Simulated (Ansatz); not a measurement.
# BN (P6_3/mmc): bands and screening cutoff converge together

Wanted: the G0W0 gap of BN (P6_3/mmc) over a grid of bands and cutoffs.

Main program and level: Ansatz 0.2.0; G0W0 on PBE, plane waves, PAW; PAW set soft_1.

## (1) Set-up

Symmetry: P6_3/mmc, No. 194, hexagonal system. Conventional cell: a = 2.504 Å, b = 2.504 Å, c = 6.661 Å, α = 90.00°, β = 90.00°, γ = 120.00°. Nearest to B lie 3 N at 1.45 Å. N has 3 B at 1.45 Å nearest. Farther neighbours and most contacts between anions are not listed.

The cell and positions come from the Crystallography Open Database and are kept as given unless a step says otherwise.

## (2) 29 empty bands, screening to 50 eV

Now the one-shot GW correction: screening in the RPA, then the self-energy of the levels asked for. This step takes PAW set soft_1 files.

Contents of input.yaml:

```yaml
crystal:
  lattice:
    - [2.50399, 0.0, 0.0]
    - [-1.251995, 2.1685189508, 0.0]
    - [0.0, 0.0, 6.6612]
  atoms:
    - { symbol: B, position: [0.3333333333, 0.6666666667, 0.25] }
    - { symbol: B, position: [0.6666666667, 0.3333333333, 0.75] }
    - { symbol: "N", position: [0.3333333333, 0.6666666667, 0.75] }
    - { symbol: "N", position: [0.6666666667, 0.3333333333, 0.25] }
kpoints:
  mp_grid: { grid: [9, 9, 2] }
hamiltonian:
  xc: pbe
  pseudopotentials: { kind: paw, azcp: { folder: soft_1 } }
scf:
  occupations: { method: fixed }
gw:
  n_empty_bands: 29
  ecut_chi: 50
  qp_bands: [v2, c2]
  qp_kpoints: band_edges
  screening: { model: contour_deformation }
```

The run is started by

```sh
$ ansatz run input.yaml --threads 3 --pin off --max-ram 92160MiB --backend cuda --events-out ev --progress --plain --runs-dir out --devices 1 --max-vram 13GiB
```

Numbers of over 12 decimals in the logs are rounded to 6 here.

The log of the run:

```text
GPUs: using 1 of 1 available (devices: 1).
Engine: ansatz 0.2.0, x86_64-unknown-linux-gnu
Pseudopotentials: kind: paw
Pseudopotential: B, paw, valence charge 3, recommended cutoff 420 eV (normal), soft_1/B.paw.azcp
Pseudopotential: N, paw, valence charge 5, recommended cutoff 420 eV (normal), soft_1/N.paw.azcp
Functional definition: PBE
  parameter kappa = 0.804
  parameter beta = 0.066725
  exchange = pbe_x(kappa = kappa, mu = beta*pi^2/3)
  correlation = pbe_c(beta = beta)
device memory: the entry about to start is reckoned to put 0.4 GiB on a device that reports 32.6 GiB free (of which the cap on the GPU budget leaves the run 13.0 GiB)
GPU FFT provider: cuFFT
GPU libraries: cuBLAS 13.8.2, cuFFT 12.4.0, cuSOLVER 12.3.4
Crystal: 4 atoms, lattice volume = 36.170 Å³
Basis set: ecut = 420 eV, 713 PW (Γ)
Bands: 12, of which v1, the nominal top of the filled ones, is band 8 counted from 1 (7 counted from 0)
Symmetry: 24 space group operations
Space group: P63/mmc (ITA 194), of the structure as read, at distance tolerance 3.3e-5 Å
k-points: 24 of 162
Non-local potential: B, projectors of the file, l = 0: 2, l = 1: 2, l = 2: 1
Non-local potential: N, projectors of the file, l = 0: 2, l = 1: 2, l = 2: 1
PAW form: soft (Blöchl's): semilocal exchange-correlation on the pseudo side does not see the compensation charge
PAW one-centre angular grid: B, 110 points (default); XC on 64 Gauss nodes
PAW one-centre angular grid: N, 110 points (default); XC on 64 Gauss nodes
Initial density: superposition of atomic densities (chi_scale 0.1, normalization cell, long waves kept (reshape's long-wave potential 0.01 eV rms))
Initial wavefunctions: pseudopotential atomic-orbital guess
GPU buffer pool allocated for 14580 grid points (all kernels)
GPU transforms: local potential and band sums: pruned to the plane-wave sphere, on 18×18×45
Functional: x = pbe(κ = 0.804, μ = 0.219515), c = pbe(β = 0.066725)
SCF iter   1: F=—  HF=-1087.497042 eV  |F-HF|=—  |Δ(HF+E_count)|=         —  Δρ=1.46e-1  dr2=7.61e0  ethr=3.10e-3  ⟨swp⟩=4.8  Hψ=1563  notcnv=0  defer=34
preconditioner: auto → none  [insulator: Δε(μ)=5.895 eV  Ē_g=17.026 eV  n_scr=4 (ndim 8)  ℏωp=24.7 eV  f_vac=0.000  ε∞_Penn≈3.1]
SCF iter   2: F=—  HF=-1085.077628 eV  |F-HF|=—  |Δ(HF+E_count)|=    2.42e0  Δρ=6.88e-2  dr2=9.24e-1  ethr=3.10e-3  ⟨swp⟩=3.0  Hψ=809  notcnv=0  defer=45
SCF iter   3: F=—  HF=-1084.834212 eV  |F-HF|=—  |Δ(HF+E_count)|=   2.43e-1  Δρ=2.30e-2  dr2=1.07e-1  ethr=3.10e-3  ⟨swp⟩=2.7  Hψ=684  notcnv=0  defer=44
SCF iter   4: F=—  HF=-1084.823248 eV  |F-HF|=—  |Δ(HF+E_count)|=   1.10e-2  Δρ=8.37e-3  dr2=1.40e-2  ethr=6.66e-4  ⟨swp⟩=2.4  Hψ=370  notcnv=0  defer=48
SCF iter   5: F=—  HF=-1084.822784 eV  |F-HF|=—  |Δ(HF+E_count)|=   4.64e-4  Δρ=1.23e-3  dr2=2.85e-4  ethr=8.76e-5  ⟨swp⟩=2.8  Hψ=512  notcnv=0  defer=48
SCF iter   6: F=—  HF=-1084.822845 eV  |F-HF|=—  |Δ(HF+E_count)|=   6.05e-5  Δρ=1.36e-4  dr2=3.97e-6  ethr=1.78e-6  ⟨swp⟩=2.9  Hψ=503  notcnv=0  defer=48
SCF iter   7: F=-1084.822846 eV  HF=-1084.822846 eV  |F-HF|=7.07e-9  |Δ(HF+E_count)|=   1.04e-6  Δρ=5.72e-6  dr2=7.97e-9  ethr=6.25e-10  ⟨swp⟩=3.4  Hψ=1511  notcnv=0
SCF 1 converged in 7 iterations: F = -1084.822846 eV  dr2 = 7.97e-9
[...]
device memory: the entry about to start is reckoned to put 0.5 GiB on a device that reports 32.6 GiB free (of which the cap on the GPU budget leaves the run 13.0 GiB)
NSCF: frozen V_eff on 24 k-points, pencils in batches of 32, up to order 48
[...]
device memory: the entry about to start is reckoned to put 0.7 GiB on a device that reports 32.6 GiB free (of which the cap on the GPU budget leaves the run 13.0 GiB)
NSCF: frozen V_eff on 24 k-points, pencils in batches of 32, up to order 168
G₀W₀ screening: q 1/24
[... further progress lines ...]
device memory: the entry about to start is reckoned to put 0.3 GiB on a device that reports 35.8 GiB free (of which the cap on the GPU budget leaves the run 13.0 GiB)
NSCF: frozen V_eff on 1 k-points
device memory: the entry about to start is reckoned to put 0.3 GiB on a device that reports 35.8 GiB free (of which the cap on the GPU budget leaves the run 13.0 GiB)
NSCF: frozen V_eff on 1 k-points
SCF converged after 7 iterations
Free energy (F): -1084.822846 eV
Harris-Foulkes:  -1084.822846 eV  (|F-HF|=7.07e-9)
Internal energy: -1084.822846 eV  (E = F + TS)
E sigma→0 (E₀):  -1084.822846 eV
Fermi energy:    4.705022 eV
--- Per-component energies (eV) ---
  E_band       = -38.571439
  E_kinetic    = 362.973483
  E_local      = -662.865322  (includes V_loc(G=0)·N_el)
  E_nonlocal   = 86.214290
  E_hartree    = 224.833605
  E_xc         = -184.031673
  E_vxc        = -226.983632  (∫ρ·V_xc dr)
  E_paw        = -414.073850  (= ΣΔE_a)
  E_vpaw       = -47.577680  (= ΣTr[D̂ρ^β])
  E_aug_tail   = 0.001845  (compensation charges beyond the density's cutoff)
  E_ewald      = -497.875223
  E_smearing   = -0.000000  (= −TS)
  E_closure    = -0.000000  (closes the sum)
  Σ components = -1084.822846   (vs F -1084.822846, Δ=0.00e0)
--- Band table (eV; the first three rows and the last of 24) ---
  k-point 0: bands = [... 4 lower, 3.3774, 3.3774, 3.4127, 3.4127, 9.9486, 14.9873, 16.2806, 16.2806]
  k-point 1: bands = [... 4 lower, 3.3952, 3.3952, 3.3952, 3.3952, 12.2954, 12.2954, 16.3401, 16.3401]
  k-point 2: bands = [... 4 lower, 2.4186, 2.4498, 2.9331, 2.9753, 10.3765, 14.8127, 15.9887, 16.2866]
  k-point 23: bands = [... 4 lower, -2.4423, -2.4423, 4.7050, 4.7050, 9.3479, 9.3479, 16.7268, 16.7268]
--- G₀W₀: contour deformation, 5 samples at zero and on the imaginary axis and 1 off it, 162 q-points, 29 empty bands' worth ---
  eigenvalues of the whole cell's RPA ε∞ on this k-mesh (on a slab, of 1 + 4πα/V) = 2.5286, 4.5856, 4.5856; static W/v taken at q = 0 is 0.283674
  bands read: the sum over 37 bands ends inside a degenerate multiplet in 12 slots, whose members it reads at an even weight; the widest, k=1: bands 35 to 38 (counted from 1) at 3/4 each
  gw.qp_kpoints: band_edges: 14 of 24 stored k-points solved, in 2 passes; an edge of the gap read off the rows below is read off those points alone
    valence top: of the k-points left out ik 18 came nearest to being solved in a further pass, in band 8 (counted from 1, as in the quasiparticle table): it holds the edge there only if its correction is more favourable than any solved in that band by at least 1.024 eV; those differ by 0.315 eV
    conduction bottom: of the k-points left out ik 18 came nearest to being solved in a further pass, in band 9 (counted from 1, as in the quasiparticle table): it holds the edge there only if its correction is more favourable than any solved in that band by at least 1.253 eV; those differ by 1.022 eV
    ik  band        ε_KS         Σx   Σc(E_QP)       V_xc       Z   E_QP_lin       E_QP  E_QP is
     0     7      3.4127   -23.6353     4.0997   -19.2165  0.8024     3.0925     3.0936  root
     0     8      3.4127   -23.6353     4.0997   -19.2165  0.8024     3.0925     3.0936  root
     0     9      9.9486    -4.9328    -3.7650    -9.1464  0.8413    10.3990    10.3972  root
     0    10     14.9873    -7.8154    -4.9376   -14.3603  0.7660    16.6671    16.5946  root
     1     7      3.3952   -23.6211     4.1039   -19.1919  0.8023     3.0689     3.0700  root
     1     8      3.3952   -23.6211     4.1039   -19.1919  0.8023     3.0689     3.0700  root
     1     9     12.2954    -6.3539    -4.0897   -11.3795  0.8198    13.2423    13.2313  root
     1    10     12.2954    -6.3539    -4.0897   -11.3795  0.8198    13.2423    13.2313  root
     2     7      2.9331   -23.4892     4.1817   -18.9284  0.7988     2.5524     2.5540  root
     2     8      2.9753   -23.5264     4.1746   -18.9852  0.7991     2.6072     2.6087  root
     2     9     10.3765    -4.9032    -3.7768    -9.1633  0.8398    10.8619    10.8598  root
     2    10     14.8127    -8.0975    -4.9612   -14.7344  0.7640    16.5673    16.4884  root
     3     7      2.9540   -23.5082     4.1786   -18.9569  0.7990     2.5798     2.5813  root
     3     8      2.9540   -23.5082     4.1786   -18.9569  0.7990     2.5798     2.5813  root
[...]
22    10      9.5568    -6.5939    -4.0633   -12.0658  0.8140    10.9880    10.9653  root
    23     7      4.7050   -20.6129     3.1639   -17.1997  0.7966     4.4551     4.4558  root
    23     8      4.7050   -20.6129     3.1639   -17.1997  0.7966     4.4551     4.4558  root
    23     9      9.3479    -6.1733    -4.0454   -11.5480  0.8172    10.6965    10.6772  root
    23    10      9.3479    -6.1733    -4.0454   -11.5480  0.8172    10.6965    10.6772  root
```

The job ended after 16 s (1 × NVIDIA H100 80GB HBM3 (shared by 6 runs) with 3 threads of AMD EPYC 7R13 (Zen 3), shared host; peak memory 0.98 GiB).

The column dr2 measures how far the density is from self-consistency, as an energy; F and HF (Harris–Foulkes) agree once it is small.

Numbers from this step:

* bands summed: 37
* RPA ε∞ on this mesh (eigenvalues): 2.529, 4.586, 4.586
* plane waves in the screening matrix: 37
* q-points in the mesh: 162
* G0W0 gap on the mesh: 5.833 eV
* k of the valence top: 0.3333, 0.3333, -0.5
* k of the conduction bottom: 0.1111, 0.4444, 0
* starting gap on the mesh: 4.400 eV
* Z at the valence top: 0.7966
* Z at the conduction bottom: 0.8242
* least direct G0W0 gap on the computed points: 6.189 eV

The gap on the mesh goes from 4.40 eV to 5.83 eV, a correction of +1.43 eV. Between the two edge states, bare exchange in place of the xc potential would open the gap by 8.50 eV, and correlation takes back 7.06 eV.

## (3) 150 empty bands, screening to 50 eV

Changes to input.yaml since step 2:

```diff
@@ -18,3 +18,3 @@
 gw:
-  n_empty_bands: 29
+  n_empty_bands: 150
   ecut_chi: 50
```

The log of the run:

```text
GPUs: using 1 of 1 available (devices: 1).
[...]
GPU FFT provider: cuFFT
GPU libraries: cuBLAS 13.8.2, cuFFT 12.4.0, cuSOLVER 12.3.4
Crystal: 4 atoms, lattice volume = 36.170 Å³
Basis set: ecut = 420 eV, 713 PW (Γ)
Bands: 12, of which v1, the nominal top of the filled ones, is band 8 counted from 1 (7 counted from 0)
Symmetry: 24 space group operations
[...]
k-points: 24 of 162
[...]
1    10     12.2954    -6.3539    -4.4008   -11.3795  0.8181    12.9249    12.9201  root
[...]
23     7      4.7050   -20.6129     2.9028   -17.1997  0.7955     4.1920     4.1947  root
    23     8      4.7050   -20.6129     2.9028   -17.1997  0.7955     4.1920     4.1947  root
    23     9      9.3479    -6.1733    -4.3701   -11.5480  0.8158    10.3631    10.3525  root
    23    10      9.3479    -6.1733    -4.3701   -11.5480  0.8158    10.3631    10.3525  root
[key lines of the parts left out:]
SCF converged after 7 iterations
Free energy (F): -1084.822846 eV
Fermi energy:    4.705022 eV
```

Run time: 19 s. Hardware: 1 × NVIDIA H100 80GB HBM3 (shared by 6 runs) with 3 threads; peak memory 1.1 GiB; 28 s of CPU time.

This step gave:

| Property | Result |
| --- | --- |
| bands summed | 158 |
| RPA ε∞ on this mesh (eigenvalues) | 2.530, 4.596, 4.596 |
| plane waves in the screening matrix | 37 |
| G0W0 gap on the mesh | 5.775 eV |
| k of the valence top | 0.3333, 0.3333, -0.5 |
| k of the conduction bottom | 0.1111, 0.4444, 0 |
| starting gap on the mesh | 4.400 eV |
| least direct G0W0 gap on the computed points | 6.126 eV |

Against the run with 9×9×2 mesh, 29 empty bands, screening to 50 eV, PAW set soft_1 files, the gap moves by −0.06 eV.

## (4) 82 empty bands, screening to 100 eV

Another rung: the empty bands reach about as high as the screening cutoff, so the two stay in balance.

Changes to input.yaml since step 3:

```diff
@@ -18,4 +18,4 @@
 gw:
-  n_empty_bands: 150
-  ecut_chi: 50
+  n_empty_bands: 82
+  ecut_chi: 100
   qp_bands: [v2, c2]
```

The log of the run:

```text
GPUs: using 1 of 1 available (devices: 1).
[...]
GPU FFT provider: cuFFT
GPU libraries: cuBLAS 13.8.2, cuFFT 12.4.0, cuSOLVER 12.3.4
Crystal: 4 atoms, lattice volume = 36.170 Å³
Basis set: ecut = 420 eV, 713 PW (Γ)
Bands: 12, of which v1, the nominal top of the filled ones, is band 8 counted from 1 (7 counted from 0)
Symmetry: 24 space group operations
[...]
k-points: 24 of 162
[...]
1    10     12.2954    -6.3539    -4.3392   -11.3795  0.8154    12.9874    12.9818  root
[...]
23     7      4.7050   -20.6129     2.7395   -17.1997  0.7865     4.0265     4.0313  root
    23     8      4.7050   -20.6129     2.7395   -17.1997  0.7865     4.0265     4.0313  root
    23     9      9.3479    -6.1733    -4.4878   -11.5480  0.8109    10.2430    10.2348  root
    23    10      9.3479    -6.1733    -4.4878   -11.5480  0.8109    10.2430    10.2348  root
[key lines of the parts left out:]
SCF converged after 7 iterations
Free energy (F): -1084.822846 eV
Fermi energy:    4.705022 eV
```

Run time: 26 s. Hardware: 1 × NVIDIA H100 80GB HBM3 (shared by 6 runs) with 3 threads; peak memory 1.1 GiB.

The G0W0 gap on the mesh is 5.853 eV.

## (5) 426 empty bands, screening to 100 eV

Changes to input.yaml since step 4:

```diff
@@ -18,3 +18,3 @@
 gw:
-  n_empty_bands: 82
+  n_empty_bands: 426
   ecut_chi: 100
```

The log of the run:

```text
GPUs: using 1 of 1 available (devices: 1).
[...]
GPU FFT provider: cuFFT
GPU libraries: cuBLAS 13.8.2, cuFFT 12.4.0, cuSOLVER 12.3.4
Crystal: 4 atoms, lattice volume = 36.170 Å³
Basis set: ecut = 420 eV, 713 PW (Γ)
Bands: 12, of which v1, the nominal top of the filled ones, is band 8 counted from 1 (7 counted from 0)
Symmetry: 24 space group operations
[...]
k-points: 24 of 162
[...]
1    10     12.2954    -6.3539    -4.4726   -11.3795  0.8150    12.8520    12.8484  root
[...]
23     7      4.7050   -20.6129     2.5754   -17.1997  0.7861     3.8597     3.8673  root
    23     8      4.7050   -20.6129     2.5754   -17.1997  0.7861     3.8597     3.8673  root
    23     9      9.3479    -6.1733    -4.6236   -11.5480  0.8105    10.1049    10.0991  root
    23    10      9.3479    -6.1733    -4.6236   -11.5480  0.8105    10.1049    10.0991  root
[key lines of the parts left out:]
SCF converged after 7 iterations
Free energy (F): -1084.822846 eV
Fermi energy:    4.705022 eV
```

Wall time 33 s (1 × NVIDIA H100 80GB HBM3 (shared by 6 runs) with 3 threads); peak memory 1.4 GiB.

The G0W0 gap on the mesh is 5.887 eV.

## (6) 29 empty bands, screening to 150 eV

Changes to input.yaml since step 5:

```diff
@@ -18,4 +18,4 @@
 gw:
-  n_empty_bands: 426
-  ecut_chi: 100
+  n_empty_bands: 29
+  ecut_chi: 150
   qp_bands: [v2, c2]
```

The log of the run:

```text
GPUs: using 1 of 1 available (devices: 1).
[...]
GPU FFT provider: cuFFT
GPU libraries: cuBLAS 13.8.2, cuFFT 12.4.0, cuSOLVER 12.3.4
Crystal: 4 atoms, lattice volume = 36.170 Å³
Basis set: ecut = 420 eV, 713 PW (Γ)
Bands: 12, of which v1, the nominal top of the filled ones, is band 8 counted from 1 (7 counted from 0)
Symmetry: 24 space group operations
[...]
k-points: 24 of 162
[...]
1    10     12.2954    -6.3539    -4.0491   -11.3795  0.8152    13.2838    13.2719  root
[...]
23     7      4.7050   -20.6129     3.1292   -17.1997  0.7849     4.4202     4.4211  root
    23     8      4.7050   -20.6129     3.1292   -17.1997  0.7849     4.4202     4.4211  root
    23     9      9.3479    -6.1733    -4.1056   -11.5480  0.8121    10.6349    10.6169  root
    23    10      9.3479    -6.1733    -4.1056   -11.5480  0.8121    10.6349    10.6169  root
[key lines of the parts left out:]
SCF converged after 7 iterations
Free energy (F): -1084.822846 eV
Fermi energy:    4.705022 eV
```

Wall time 16 s (1 × NVIDIA H100 80GB HBM3 (shared by 6 runs) with 3 threads); peak memory 1 GiB; 22 s of CPU time.

The G0W0 gap on the mesh is 5.832 eV.

## (7) 150 empty bands, screening to 150 eV

Changes to input.yaml since step 6:

```diff
@@ -18,3 +18,3 @@
 gw:
-  n_empty_bands: 29
+  n_empty_bands: 150
   ecut_chi: 150
```

The log of the run:

```text
GPUs: using 1 of 1 available (devices: 1).
[...]
GPU FFT provider: cuFFT
GPU libraries: cuBLAS 13.8.2, cuFFT 12.4.0, cuSOLVER 12.3.4
Crystal: 4 atoms, lattice volume = 36.170 Å³
Basis set: ecut = 420 eV, 713 PW (Γ)
Bands: 12, of which v1, the nominal top of the filled ones, is band 8 counted from 1 (7 counted from 0)
Symmetry: 24 space group operations
[...]
k-points: 24 of 162
[...]
1    10     12.2954    -6.3539    -4.4623   -11.3795  0.8133    12.8625    12.8587  root
[...]
23     7      4.7050   -20.6129     2.5169   -17.1997  0.7823     3.8000     3.8088  root
    23     8      4.7050   -20.6129     2.5169   -17.1997  0.7823     3.8000     3.8088  root
    23     9      9.3479    -6.1733    -4.6052   -11.5480  0.8094    10.1236    10.1174  root
    23    10      9.3479    -6.1733    -4.6052   -11.5480  0.8094    10.1236    10.1174  root
[key lines of the parts left out:]
SCF converged after 7 iterations
Free energy (F): -1084.822846 eV
Fermi energy:    4.705022 eV
```

Elapsed: 22 s, on 1 × NVIDIA H100 80GB HBM3 (shared by 6 runs) with 3 threads; peak memory 1.1 GiB.

The G0W0 gap on the mesh is 5.968 eV.

(Continued in part 2 of 2.)

[Paths, hosts, dates, memory and timing lines, banners, echoed tables and standing remarks are left out of the program output.]

[Logs are printed without paths, hosts, clocks, repeated set-up lines and the standing remarks that a program may print on its own settings, such as how far it seeks lower states.]

[Runs of the session that timed out or met a known fault of the program may be left out.]

[Cells called generated may have been cut or substituted from an entry of the Crystallography Open Database or the Materials Project.]

[Hosts, paths, dates, database ids (printed as entryN), source tags and the programs' standing remarks are cut or masked in the printed files.]
